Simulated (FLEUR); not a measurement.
# Collinear magnetic orders of free-standing triangular Ni monolayer, spacing 2.48 A with FLEUR

Wanted: the moments of free-standing triangular Ni monolayer, spacing 2.48 A and the energy of each order that was tried.

Main program and level: FLEUR MaX-R8.1; PBE; all-electron FLAPW film, Dirac cores, scalar-relativistic bands.

**1. The structure**

The cell holds 1 atom: 1 Ni. Cell: a = 2.480 Å, b = 2.480 Å, c = 14.000 Å, α = 90.0°, β = 90.0°, γ = 120.0°. Model lattice. Vacuum lies along c.

Structure file:

```cif
data_structure
_symmetry_space_group_name_H-M 'P 1'
_symmetry_Int_Tables_number 1
_cell_length_a 2.4800
_cell_length_b 2.4800
_cell_length_c 14.0000
_cell_angle_alpha 90.000
_cell_angle_beta 90.000
_cell_angle_gamma 120.000
_cell_volume 74.57
loop_
_atom_site_label
_atom_site_type_symbol
_atom_site_fract_x
_atom_site_fract_y
_atom_site_fract_z
_atom_site_occupancy
Ni1 Ni 0.00000 0.00000 0.50000 1
```

**2. Order 1, typed as ferro +**

The parallel start is the test of whether parallel moments hold.

inpgen writes inp.xml from crystal.txt; cutoffs, mixing, functional, smearing and local orbitals are then set in the file. The k list default-1 (kpts.xml, not shown) is a Γ-centred 16×16×1 mesh; where the ranks do not divide the number of points, some are split in two of half the weight.

File inp.xml:

```
<?xml version="1.0" encoding="UTF-8" standalone="no"?>
<fleurInput fleurInputVersion="0.39">
   <comment>
      Ni
   </comment>
   <calculationSetup>
      <cutoffs Kmax="3.68" Gmax="11.0" GmaxXC="11.0" numbands="0"/>
      <scfLoop itmax="120" minDistance="0.00002" maxIterBroyd="8" imix="Anderson" alpha="0.03" precondParam="0.0" spinf="2.0" sdNocoIR="T"/>
      <coreElectrons ctail="T" frcor="F" kcrel="0" coretail_lmax="0"/>
      <xcFunctional name="pbe" relativisticCorrections="F"/>
      <magnetism jspins="2"/>
      <soc l_soc="F" theta="0.0" phi="0.0" spav="F"/>
      <expertModes spex="0" secvar="F"/>
      <geometryOptimization l_f="F" forcealpha="1.0" forcemix="BFGS" epsdisp="0.00001" epsforce="0.00001"/>
      <ldaU l_linMix="F" mixParam="0.05" spinf="1.0"/>
   </calculationSetup>
   <cell>
      <bzIntegration valenceElectrons="18.0" mode="gauss" fermiSmearingEnergy="0.00293995">
         <kPointListSelection listName="default-1"/>
         <xi:include xmlns:xi="http://www.w3.org/2001/XInclude" href="kpts.xml"> </xi:include>
      </bzIntegration>
      <xi:include xmlns:xi="http://www.w3.org/2001/XInclude" href="sym.xml"> </xi:include>
      <filmLattice scale="1.0" dVac="5.26" dTilda="7.76">
         <bravaisMatrixFilm>
            <row-1>    4.6865207874962183     0.0000000003590480</row-1>
            <row-2>   -2.3432603940504655     4.0586460571606127</row-2>
         </bravaisMatrixFilm>
         <vacuumEnergyParameters vacuum="1" spinUp="-.25" spinDown="-.25"/>
      </filmLattice>
   </cell>
   <atomSpecies>
      <species name="Nickel (Ni1.000" element="Ni" atomicNumber="28">
         <mtSphere radius="2.23" gridPoints="737" logIncrement="0.017"/>
         <atomicCutoffs lmax="8" lnonsphr="6"/>
         <electronConfig flipSpins="F">
            <coreConfig>(1s1/2) (2s1/2) (2p1/2) (2p3/2)</coreConfig>
            <valenceConfig>(3s1/2) (3p1/2) (3p3/2) (4s1/2) (3d3/2) (3d5/2)</valenceConfig>
            <stateOccupation state="(3d3/2)" spinUp="1.6" spinDown="1.6"/>
            <stateOccupation state="(3d5/2)" spinUp="2.9" spinDown="1.9"/>
         </electronConfig>
         <energyParameters s="4" p="4" d="3" f="4"/>
         <lo type="SCLO" l="0" n="3" eDeriv="0"/>
         <lo type="SCLO" l="1" n="3" eDeriv="0"/>
      </species>
   </atomSpecies>
   <atomGroups>
      <atomGroup species="Nickel (Ni1.000">
         <filmPos label="                   1">.0000000000 .0000000000 .0000000000</filmPos>
         <force calculate="T" relaxXYZ="TTT"/>
      </atomGroup>
   </atomGroups>
   <output dos="F" band="F" slice="F">
      <bandDOS minEnergy="-.5*Htr" maxEnergy="0.5*Htr" sigma="0.015" storeEVData="T"/>
      <plotting iplot="0" polar="F">
         <plot TwoD="T" vec1="  1.0  0.0  0.0" vec2="  0.0  1.0  0.0" vec3="  0.0  0.0  1.0" zero="  0.0  0.0 -0.5" file="plot"/>
      </plotting>
      <moessbauerParams electricFieldGradient="F" isomerShift="F" coreHyperfine="F" valenceHyperfine="F"/>
   </output>
</fleurInput>
```

File crystal.txt:

```
Ni
&input film=T cartesian=F /
2.47999999920  0.00000000019  0.00000000000
-1.23999999976  2.14774300060  0.00000000000
0.00000000000  0.00000000000  1.00000000000
1.8897261246
1.0 1.0 1.0

1
28 0.00000000000  0.00000000000  0.00000000000 : 1.000

&kpt div1=16 div2=16 div3=1 gamma=T /
```

Command:

```
$ OMP_NUM_THREADS=1 inpgen -f crystal.txt > inpgen.log  # inp.xml is then edited as shown
$ OMP_NUM_THREADS=1 mpirun -n 4 fleur_MPI > fleur.log
```

What it wrote:

```text
Welcome to FLEUR        (www.flapw.de)
      MaX-Release 8.1          (www.max-centre.eu)

 ========== k-point set info ==========
 Selected k-point list: default-1
 k-point list type: mesh
 0 x 0 x 0
 Number of k points: 32

 ------------Calculation Setup---------------------------
 Number of MPI-tasks      :            4
 Number of PE/node        :            4
 Number of OMP-threads    :            1
 k-points in parallel     :            4
 pe's per k-point         :            1
 No of k-point loops      :            8
 Eigenvalue solver        :       lapack
 Number of basis functions:          141
 Approximate size of matrices (H+S) per k-point:         0.000 GB
 --------------------------------------------------------
 Iteration:     1   Distance:      22.81488191 me/bohr^3
 Iteration:     2   Distance:      19.24869011 me/bohr^3
 Iteration:     3   Distance:       9.14669359 me/bohr^3
 Iteration:     4   Distance:      10.12626582 me/bohr^3
 Iteration:     5   Distance:       9.97700475 me/bohr^3
 Iteration:     6   Distance:       7.31753373 me/bohr^3
 Iteration:     7   Distance:       6.61428338 me/bohr^3
 Iteration:     8   Distance:       5.77189478 me/bohr^3
 Iteration:     9   Distance:       5.18414969 me/bohr^3
 Iteration:    10   Distance:       2.70569272 me/bohr^3
[... 13 iterations left out ...]
 Iteration:    24   Distance:       0.00385285 me/bohr^3
 Iteration:    25   Distance:       0.00261448 me/bohr^3
 Iteration:    26   Distance:       0.00121611 me/bohr^3
 Iteration:    27   Distance:       0.00202200 me/bohr^3
 Iteration:    28   Distance:       0.00025552 me/bohr^3
 Iteration:    29   Distance:       0.00027960 me/bohr^3
 Iteration:    30   Distance:       0.00027347 me/bohr^3
 Iteration:    31   Distance:       0.00008949 me/bohr^3
 Iteration:    32   Distance:       0.00005984 me/bohr^3
 Iteration:    33   Distance:       0.00000794 me/bohr^3

 ********************************************************************
 Run finished successfully
 Stop message:
   all done
 ********************************************************************

--- out.xml (last complete iteration) ---
<iteration numberForCurrentRun="   33" overallNumber="   33">
         <energyParameters units="Htr">
            <atomicEP atomType="1" spin="1" branch="4s" branchLowest="-3.99" branchHighest="1.29" value="-0.2969523048"/>
            <atomicEP atomType="1" spin="1" branch="4p" branchLowest="-2.53" branchHighest="1.91" value="-0.1506035883"/>
            <atomicEP atomType="1" spin="1" branch="3d" branchLowest="-9.99" branchHighest="-0.16" value="-0.2631256450"/>
            <atomicEP atomType="1" spin="1" branch="4f" branchLowest="-9.99" branchHighest="3.27" value="0.1730972061"/>
            <loAtomicEP atomType="1" spin="1" branch="3s" branchLowest="-35.98" branchHighest="-3.99" value="-3.9983513647"/>
            <loAtomicEP atomType="1" spin="1" branch="3p" branchLowest="-30.93" branchHighest="-2.53" value="-2.5430420147"/>
            <vacuumEP vacuum="1" spin="1" vzIR="-0.2562061905" vzInf="0.0000000000" value="-0.2500000000"/>
            <atomicEP atomType="1" spin="2" branch="4s" branchLowest="-3.95" branchHighest="1.32" value="-0.2957715591"/>
            <atomicEP atomType="1" spin="2" branch="4p" branchLowest="-2.49" branchHighest="1.94" value="-0.1518559647"/>
            <atomicEP atomType="1" spin="2" branch="3d" branchLowest="-9.99" branchHighest="-0.11" value="-0.2291649930"/>
            <atomicEP atomType="1" spin="2" branch="4f" branchLowest="-9.99" branchHighest="3.29" value="0.1702307095"/>
            <loAtomicEP atomType="1" spin="2" branch="3s" branchLowest="-35.95" branchHighest="-3.95" value="-3.9548166194"/>
            <loAtomicEP atomType="1" spin="2" branch="3p" branchLowest="-30.92" branchHighest="-2.49" value="-2.5005893766"/>
            <vacuumEP vacuum="1" spin="2" vzIR="-0.2635828466" vzInf="0.0000000000" value="-0.2500000000"/>
         </energyParameters>
         <FermiEnergy value="-0.1971553746" units="Htr"/>
         <valenceDensity>
            <mtCharges spin="1">
               <mtCharge atomType="1" total="8.8649690" s="1.2100526" p="3.0938473" d="4.5536205" f="0.0055782"/>
            </mtCharges>
            <mtCharges spin="2">
               <mtCharge atomType="1" total="7.8835901" s="1.2086868" p="3.1039598" d="3.5634741" f="0.0056829"/>
            </mtCharges>
            <spinDependentCharge spin="1" total="9.4656973" interstitial="0.5155870" mtSpheres="8.8649690" vacuum1="0.0425706"/>
            <spinDependentCharge spin="2" total="8.5343033" interstitial="0.5497297" mtSpheres="7.8835901" vacuum1="0.0504918"/>
            <totalCharge value="18.0000005375"/>
         </valenceDensity>
         <coreStates atomType="     1" atomicNumber=" 28" spin="1" kinEnergy="    677.1579329957" eigValSum="   -430.4172223311" lostElectrons=" 0.000000">
            <state n="1" l="0" j="0.5" energy="-301.6271637184" weight="1.0000000000"/>
            <state n="2" l="0" j="0.5" energy="-35.9763573310" weight="1.0000000000"/>
            <state n="2" l="1" j="0.5" energy="-31.3661391912" weight="1.0000000000"/>
            <state n="2" l="1" j="1.5" energy="-30.7237810452" weight="2.0000000000"/>
         </coreStates>
         <coreStates atomType="     1" atomicNumber=" 28" spin="2" kinEnergy="    677.3692499009" eigValSum="   -430.3470683734" lostElectrons=" 0.000000">
            <state n="1" l="0" j="0.5" energy="-301.6272427754" weight="1.0000000000"/>
            <state n="2" l="0" j="0.5" energy="-35.9547759211" weight="1.0000000000"/>
            <state n="2" l="1" j="0.5" energy="-31.3502777689" weight="1.0000000000"/>
            <state n="2" l="1" j="1.5" energy="-30.7073859540" weight="2.0000000000"/>
         </coreStates>
         <allElectronCharges>
            <spinDependentCharge spin="1" total="14.4656973" interstitial="0.5155870" mtSpheres="13.8649690" vacuum1="0.0425706"/>
            <spinDependentCharge spin="2" total="13.5343033" interstitial="0.5497297" mtSpheres="12.8835901" vacuum1="0.0504918"/>
            <totalCharge value="28.0000005376"/>
         </allElectronCharges>
         <magneticMomentsInMTSpheres units="muBohr">
            <globalMagMoment atomType="1" vec="0.00000   0.00000   0.98138"/>
            <localMagMoment atomType="1" vec="0.00000   0.00000   0.98138"/>
         </magneticMomentsInMTSpheres>
         <moessbauerParams unitsHFF="kG" unitsIS="e/bohr^3" unitsEFG="Htr/bohr^2">
         </moessbauerParams>
         <totalEnergy value="    -1520.7840816358" units="Htr">
            <sumOfEigenvalues value="     -886.4112875965">
               <coreElectrons value="-860.7642907045"/>
               <valenceElectrons value="-25.6469968920"/>
            </sumOfEigenvalues>
            <densityCoulombPotentialIntegral value="-2348.8393291403"/>
            <densityEffectivePotentialIntegral value="-2431.3540242040"/>
            <chargeDenXCDenIntegral value="-63.5247136420"/>
            <FockExchangeEnergyValence value="0.0000000000"/>
            <FockExchangeEnergyCore value="0.0000000000"/>
            <atomTypeDependentContributions atomType="1">
               <electronNucleiInteractionDifferentMTs value="1822.5954032240"/>
               <MadelungTerm value="-5.1870368072"/>
            </atomTypeDependentContributions>
            <tkbTimesEntropy value="0.0000000000"/>
            <freeEnergy value="-1520.7840816358"/>
            <extrapolationTo0K value="-1520.7840816358"/>
         </totalEnergy>
         <densityConvergence units="me/bohr^3">
            <chargeDensity spin="1" distance="0.0000053157"/>
            <chargeDensity spin="2" distance="0.0000032881"/>
            <overallChargeDensity distance="0.0000038777"/>
            <spinDensity distance="0.0000079436"/>
         </densityConvergence>
      </iteration>
```

Run time: 16 s. Hardware: 4 MPI ranks of Arm Neoverse V2, shared host; peak memory 0.19 GiB.

Numbers from this step:

```yaml
free_energy: -41382.6430 eV
program_s_band_gap_on_this_mesh_in_a_metal_only_a_level_spacing: 0 eV
magnetization: 0.9314 μB
final_state: ferromagnetic
largest_moment: 0.9814 μB
```

After 33 cycles the largest moment stands at 0.981 μB.

**3. Start 2: antiferro q=(0,1/2,0) +-**

Reversing part of the moments tests the sign of the couplings between them.

The cell is doubled to 2 atoms to hold this order. The mesh is halved along the doubled vector, so that both cells sample the same points. The k list default-1 (kpts.xml, not shown) is a Γ-centred 16×8×1 mesh.

Edit inp.xml of step 2 so:

```diff
@@ -17,3 +17,3 @@
    <cell>
-      <bzIntegration valenceElectrons="18.0" mode="gauss" fermiSmearingEnergy="0.00293995">
+      <bzIntegration valenceElectrons="36.0" mode="gauss" fermiSmearingEnergy="0.00293995">
          <kPointListSelection listName="default-1"/>
@@ -24,4 +24,4 @@
          <bravaisMatrixFilm>
-            <row-1>    4.6865207874962183     0.0000000003590480</row-1>
-            <row-2>   -2.3432603940504655     4.0586460571606127</row-2>
+            <row-1>    4.6865207890080001     0.0000000000000000</row-1>
+            <row-2>   -4.6865207890080001     8.1172921120535566</row-2>
          </bravaisMatrixFilm>
@@ -44,2 +44,15 @@
       </species>
+      <species name="Nickel (Ni-1.000" element="Ni" atomicNumber="28">
+         <mtSphere radius="2.23" gridPoints="737" logIncrement="0.017"/>
+         <atomicCutoffs lmax="8" lnonsphr="6"/>
+         <electronConfig flipSpins="F">
+            <coreConfig>(1s1/2) (2s1/2) (2p1/2) (2p3/2)</coreConfig>
+            <valenceConfig>(3s1/2) (3p1/2) (3p3/2) (4s1/2) (3d3/2) (3d5/2)</valenceConfig>
+            <stateOccupation state="(3d3/2)" spinUp="1.6" spinDown="1.6"/>
+            <stateOccupation state="(3d5/2)" spinUp="1.9" spinDown="2.9"/>
+         </electronConfig>
+         <energyParameters s="4" p="4" d="3" f="4"/>
+         <lo type="SCLO" l="0" n="3" eDeriv="0"/>
+         <lo type="SCLO" l="1" n="3" eDeriv="0"/>
+      </species>
    </atomSpecies>
@@ -48,2 +61,6 @@
          <filmPos label="                   1">.0000000000 .0000000000 .0000000000</filmPos>
+         <force calculate="T" relaxXYZ="TTT"/>
+      </atomGroup>
+      <atomGroup species="Nickel (Ni-1.000">
+         <filmPos label="                   2">.0000000000 1.000/2.000 .0000000000</filmPos>
          <force calculate="T" relaxXYZ="TTT"/>
```

File crystal.txt:

```
Ni
&input film=T cartesian=F /
2.48000000000  0.00000000000  0.00000000000
-2.48000000000  4.29548600000  0.00000000000
0.00000000000  0.00000000000  1.00000000000
1.8897261246
1.0 1.0 1.0

2
28 0.00000000000  0.00000000000  0.00000000000 : 1.000
28 0.00000000000  0.50000000000  0.00000000000 : -1.000

&kpt div1=16 div2=8 div3=1 gamma=T /
```

What it wrote:

```text
[banner, memory and clock lines left out]
Welcome to FLEUR        (www.flapw.de)
      MaX-Release 8.1          (www.max-centre.eu)

 ========== k-point set info ==========
 Selected k-point list: default-1
 k-point list type: mesh
 0 x 0 x 0
 Number of k points: 68

 ------------Calculation Setup---------------------------
 Number of PE/node        :            4
 Number of OMP-threads    :            1
 k-points in parallel     :            4
 pe's per k-point         :            1
 No of k-point loops      :           17
 Eigenvalue solver        :       lapack
 Number of basis functions:          270
 Approximate size of matrices (H+S) per k-point:         0.001 GB
 Iteration:     1   Distance:      25.19405883 me/bohr^3
 Iteration:     2   Distance:      20.94458466 me/bohr^3
 Iteration:     3   Distance:      10.69107578 me/bohr^3
 Iteration:     4   Distance:      10.15244252 me/bohr^3
 Iteration:     5   Distance:       6.73863892 me/bohr^3
 Iteration:     6   Distance:       6.77089793 me/bohr^3
 Iteration:     7   Distance:       5.65489508 me/bohr^3
 Iteration:     8   Distance:       3.90411813 me/bohr^3
 Iteration:     9   Distance:       3.85401648 me/bohr^3
 Iteration:    10   Distance:       3.42001517 me/bohr^3
[... 42 iterations left out ...]
 Iteration:    53   Distance:       0.00004504 me/bohr^3
 Iteration:    54   Distance:       0.00004283 me/bohr^3
 Iteration:    55   Distance:       0.00003083 me/bohr^3
 Iteration:    56   Distance:       0.00003117 me/bohr^3
 Iteration:    57   Distance:       0.00002582 me/bohr^3
 Iteration:    58   Distance:       0.00002868 me/bohr^3
 Iteration:    59   Distance:       0.00002904 me/bohr^3
 Iteration:    60   Distance:       0.00002738 me/bohr^3
 Iteration:    61   Distance:       0.00002408 me/bohr^3
 Iteration:    62   Distance:       0.00001207 me/bohr^3

 ********************************************************************
 Run finished successfully
 Stop message:
   all done
 ********************************************************************

--- out.xml (last complete iteration) ---
<iteration numberForCurrentRun="   62" overallNumber="   62">
         [... left out ...]
         <FermiEnergy value="-0.2036399058" units="Htr"/>
         <valenceDensity>
            <mtCharges spin="1">
               <mtCharge atomType="1" total="8.6157234" s="1.2062425" p="3.0980271" d="4.3038453" f="0.0057576"/>
               <mtCharge atomType="2" total="8.1440037" s="1.2016398" p="3.0929933" d="3.8418398" f="0.0056577"/>
            </mtCharges>
            <mtCharges spin="2">
               <mtCharge atomType="1" total="8.1440035" s="1.2016398" p="3.0929933" d="3.8418396" f="0.0056577"/>
               <mtCharge atomType="2" total="8.6157233" s="1.2062426" p="3.0980271" d="4.3038452" f="0.0057576"/>
            </mtCharges>
            <spinDependentCharge spin="1" total="18.0000004" interstitial="1.0562132" mtSpheres="16.7597271" vacuum1="0.0920301"/>
            <spinDependentCharge spin="2" total="18.0000001" interstitial="1.0562132" mtSpheres="16.7597268" vacuum1="0.0920301"/>
            <totalCharge value="36.0000005557"/>
         </valenceDensity>
         [... left out ...]
         <magneticMomentsInMTSpheres units="muBohr">
            <globalMagMoment atomType="1" vec="0.00000   0.00000   0.47172"/>
            <localMagMoment atomType="1" vec="0.00000   0.00000   0.47172"/>
            <globalMagMoment atomType="2" vec="0.00000   0.00000  -0.47172"/>
            <localMagMoment atomType="2" vec="0.00000   0.00000  -0.47172"/>
         </magneticMomentsInMTSpheres>
         [... left out ...]
         <totalEnergy value="    -3041.5619897567" units="Htr">
            <sumOfEigenvalues value="    -1772.5472408893">
               <coreElectrons value="-1721.4297207806"/>
               <valenceElectrons value="-51.1175201087"/>
            </sumOfEigenvalues>
            <densityCoulombPotentialIntegral value="-4697.3708822781"/>
            <densityEffectivePotentialIntegral value="-4862.3940085055"/>
            <chargeDenXCDenIntegral value="-127.0450763187"/>
            <FockExchangeEnergyValence value="0.0000000000"/>
            <FockExchangeEnergyCore value="0.0000000000"/>
         [... left out ...]
            <tkbTimesEntropy value="0.0000000000"/>
            <freeEnergy value="-3041.5619897567"/>
            <extrapolationTo0K value="-3041.5619897567"/>
         </totalEnergy>
         <densityConvergence units="me/bohr^3">
            <chargeDensity spin="1" distance="0.0000082763"/>
            <chargeDensity spin="2" distance="0.0000067088"/>
            <overallChargeDensity distance="0.0000090235"/>
            <spinDensity distance="0.0000120659"/>
         </densityConvergence>
      </iteration>
```

The job ended after 100 s (4 MPI ranks; peak memory 0.38 GiB).

Numbers from this step:

| Item | Value |
| --- | --- |
| free energy | -82765.1181 eV |
| program's band gap on this mesh (in a metal only a level spacing) | 0 eV |
| magnetization | 0 μB |
| final state | antiferromagnetic |
| largest moment | 0.4717 μB |

It lies 84.0 meV a seeded atom over the first start, and its largest moment is 0.472 μB against 0.981 μB.

(Continued in part 2 of 2.)

[Logs and program files are shortened in this print: banners, set-up blocks, solver, clock and traceback lines can be left out without a mark of their own.]

[Logs are printed without paths, hosts, clocks, repeated set-up lines and the standing remarks that a program may print on its own settings, such as how far it seeks lower states.]

[Hosts, paths, dates, database ids (printed as entryN), source tags and the programs' standing remarks are cut or masked in the printed files.]

[Where a cell is said to come from a database of computed structures, the database is the Materials Project.]
